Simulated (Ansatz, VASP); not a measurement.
**AlNi in VASP and in Ansatz**

The input INCAR:

```
SYSTEM = AlNi
PREC = Accurate
ENCUT = 600
EDIFF = 1E-6
ISMEAR = -1
SIGMA = 0.05
LREAL = .False.
LASPH = .True.
NELM = 150
ALGO = Fast
ISIF = 3
LWAVE = .False.
LCHARG = .False.
ISPIN = 2
MAGMOM = 1 0
LORBIT = 11
LMAXMIX = 4
GGA = RP
IVDW = 12
IBRION = 2
NSW = 60
EDIFFG = -0.01
```

Contents of KPOINTS:

```
regular mesh
0
Gamma
  9 9 9
  0 0 0
```

File POSCAR:

```
AlNi
1.0
    2.8810000000      0.0000000000      0.0000000000
    0.0000000000      2.8810000000      0.0000000000
    0.0000000000      0.0000000000      2.8810000000
Ni Al
1 1
Direct
    0.5000000000      0.5000000000      0.5000000000
    0.0000000000      0.0000000000      0.0000000000
```

File input.yaml:

```yaml
crystal:
  lattice:
    - [2.881, 0.0, 0.0]
    - [0.0, 2.881, 0.0]
    - [0.0, 0.0, 2.881]
  atoms:
    - { symbol: Ni, position: [0.5, 0.5, 0.5], spin: 1.0 }
    - { symbol: Al, position: [0.0, 0.0, 0.0] }
hamiltonian:
  xc: rpbe
  pseudopotentials: { kind: paw }
  dispersion: d3bj
magnetization:
  spin_polarized: true
kpoints:
  mp_grid: { grid: [9, 9, 9] }
scf:
  occupations: { method: fermi_dirac, width: 0.05 }
output:
  forces: true
  stress: true
  write_density: true
  write_potential: true
  elf: true
  volumetric_format: npy
relax:
  f_tol: 0.01
  max_steps: 40
  cell: { stress_tol: 0.05 }
```

Alike in both runs: task relaxation of cell and atoms; functional RPBE; dispersion D3(BJ); k mesh 9 × 9 × 9; occupations fermi-dirac, width 0.05 eV; collinear spin.

|  | VASP | Ansatz |
| --- | --- | --- |
| version | VASP 6.6.1 | Ansatz 0.2.0 |
| potentials or method | VASP PAW PBE potentials, release 64 (Ni, Al) | Ansatz PAW |
| plane-wave cutoff (eV) | 600 | 420 |
| valence electrons in the cell | 13 | 21 |

|  | VASP | Ansatz | Ansatz less VASP |
| --- | --- | --- | --- |
| gap on the k mesh at the Fermi level, each at its own relaxed structure (eV) | none | none | - |
| net moment per atom (μB) | 0.00 | 0.00 | 0.000 |
| relaxed volume (Å³/atom) | 10.36 | 10.39 | +0.021 |
| relaxed cell length with the largest relative difference (Å) | 2.747 | 2.749 | +0.0019 |
| energy change over the relaxation (meV/atom) | -140 | -137 | +3.2 |

A gap of «none» marks a metal or a gap that the smearing closes. The two sets of potentials don't hold the same shells in valence.

Caveats: the volume moved by -13 % from the deposited cell, more than functionals usually miss; pairwise dispersion overbinds metals, which lowers pressure and volume; the PAW data sets were made with another functional, which shifts forces and pressure a little (VASP); the plane-wave basis is chosen anew once the cell has moved, so the energies of steps on either side of that aren't comparable (Ansatz); the PAW data sets come from PBE, with cores solved anew for the run's functional, which leaves a small shift of forces and pressure (Ansatz); the starting moments weren't kept (Ansatz).
